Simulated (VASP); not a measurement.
# Hf: relaxation of cell and atoms with PBEsol

The system is Hf.

```xyz
3
Lattice="4.2745 0.0000 0.0000 -2.1372 3.7018 0.0000 0.0000 0.0000 2.6764" Properties=species:S:1:pos:R:3 pbc="T T T"
Hf    2.1372    1.2339    1.3382
Hf    0.0000    2.4679    1.3382
Hf    0.0000    0.0000    0.0000
```

This isn't the form of Hf at room conditions, which is hcp.

| Item | Value |
| --- | --- |
| Program | VASP 6.6.1 |
| Task | relaxation of cell and atoms |
| Functional | PBEsol |
| Potentials or basis | VASP PAW PBE potentials, release 64 (Hf_pv) |
| Cutoff | 520 eV |
| k mesh | 3 × 3 × 4 |
| Occupations | gaussian, width 0.1 eV |
| Spin | no spin polarisation |
| Target pressure | 100 GPa |
| Further INCAR settings | ALGO = Normal; EDIFF = 1e-07; IBRION = 2; EDIFFG = -0.002; NSW = 80; ISIF = 3 |
| Target pressure | 100 GPa |

```
Pressure after relaxing : 100.0 GPa
Band gap on the k mesh  : none (metal or under the smearing width)
```

Final structure:
```
CELL_PARAMETERS angstrom
4.27450 0.00000 0.00000
-2.13725 3.70183 0.00000
0.00000 0.00000 2.67637
ATOMIC_POSITIONS crystal
Hf 0.66667 0.33333 0.50000
Hf 0.33333 0.66667 0.50000
Hf 0.00000 0.00000 0.00000
```

Levels at points of the mesh, in eV from the Fermi level:
```csv
k point,band 11,band 12,band 13,band 14,band 15,band 16,band 17,band 18,band 19
"(0.00, 0.00, 0.00)",-4.54,-0.61,-0.12,-0.12,0.06,0.06,1.41,2.82,2.82
"(0.00, 0.00, 0.50)",-4.97,-3.28,-3.28,-2.57,-1.06,1.92,1.92,3.51,3.51
```

Run time: 5 s on 4 MPI ranks on Intel(R) Xeon(R) Platinum 8375C CPU @ 2.90GHz (Ice Lake), on a shared host, peak memory 0.14 GiB a rank.

Caveat: the k mesh is coarse (spacing up to 0.59 Å⁻¹), so the values aren't converged; the relaxation stopped at its first step, so nothing moved; the cell is relaxed towards a set pressure, so the enthalpy falls and the energy may rise; the PAW data sets were made with another functional, which shifts forces and pressure a little. Spin-orbit coupling is left out, which matters for the levels of Hf.
